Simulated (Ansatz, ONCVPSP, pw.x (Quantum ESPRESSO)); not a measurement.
Mo (Z = 42) (fcc): variants of one ONCV potential in the solid

- Element: Mo (Z = 42)
- Generator: ONCVPSP 4.0.1.1 (patched build)
- Type: optimised norm-conserving Vanderbilt (ONCV)
- Functional: LDA (Perdew-Wang 92)
- Relativity: scalar-relativistic
- Frozen core: [Ar] 3d10
- Valence charge: 14
- Reference configuration: 4s2 4p6 4d5 5s0.75 5p0.25
- Partial waves: 4s+5s: rc 2.05 bohr, ncon 4, nbas 8, qcut 7 1/bohr, 2 projectors; 4p+5p: rc 1.80 bohr, ncon 3, nbas 8, qcut 9.3 1/bohr, 2 projectors; 4d: rc 2.65 bohr, ncon 4, nbas 9, qcut 5.6 1/bohr, 2 projectors, debl 2.7 Ha
- Local potential: polynomial inside 1.75 bohr (lpopt 5, dvloc0 6 Ha)
- Core correction: Teter function, fcfact 2.5, rcfact 1.65

Crystal test: fcc Mo in pw.x 7.5, no spin, 14³ k-points, Fermi–Dirac smearing 0.01 Ry, cutoffs set for each file from its atomic test. The reference is all-electron LAPW (Ansatz 0.2.0) with the same functional, mesh and smearing; V0 and B0 come from Birch–Murnaghan fits to the pressures at five volumes. Errors are pseudo minus all-electron; Δ is the rms difference of the E(V) curves that follow from these fits, minima aligned, over ±6 % about the mean V0. Mesh and smearing are coarse, so the numbers serve the comparison and aren't converged zero-temperature values; the lattice is a test structure that the element need not adopt.

All-electron: a0 = 3.938 Å (V0 = 15.27 Å³/atom), B0 = 265.2 GPa.

Base: This is a poor potential for the solid. Atomic configuration tests: 1 of 4 tests not solved or not reliable.

1 further variants are left out: they gave no file fit for a test, a broken result, the same result as the base, or pressures whose basis-set error rivals the error shown.

A dash in a converged row means that the minimum lies outside the volumes sampled.

| change | cutoffs (Ry) | pw.x | a0 (Å) | a0 error (%) | B0 error (%) | Δ (meV/atom) | mean pressure error (GPa) |
| --- | --- | --- | --- | --- | --- | --- | --- |
| base | 65/260 | converged | 3.958 | +0.50 | -0.9 | 13.4 | +4.13 |
| all radii but the core radius scaled by about 0.93 (s 1.90, p 1.68, d 2.46 bohr); local potential polynomial inside 1.62 bohr (lpopt 5, dvloc0 6 Ha) | 70/280 | converged | 3.952 | +0.35 | -0.5 | 9.3 | +2.86 |
| all radii but the core radius scaled by about 1.16 (s 2.38, p 2.10, d 3.08 bohr); local potential polynomial inside 2.04 bohr (lpopt 5, dvloc0 6 Ha) | 60/240 | converged | 3.983 | +1.14 | -2.3 | 30.3 | +9.52 |
| all radii but the core radius scaled by about 1.26 (s 2.58, p 2.26, d 3.34 bohr); local potential polynomial inside 2.20 bohr (lpopt 5, dvloc0 6 Ha) | 50/200 | converged | – | – | – | – | +15.87 |

(1) Give the row for: all radii but the core radius scaled by about 0.78 (s 1.60, p 1.40, d 2.08 bohr); local potential polynomial inside 1.36 bohr (lpopt 5, dvloc0 6 Ha).

## Answers

(1) pw.x: converged; mean pressure error (GPa): +1.14; a0 (Å): 3.944; a0 error (%): +0.14; B0 error (%): -0.1; Δ (meV/atom): 3.8.
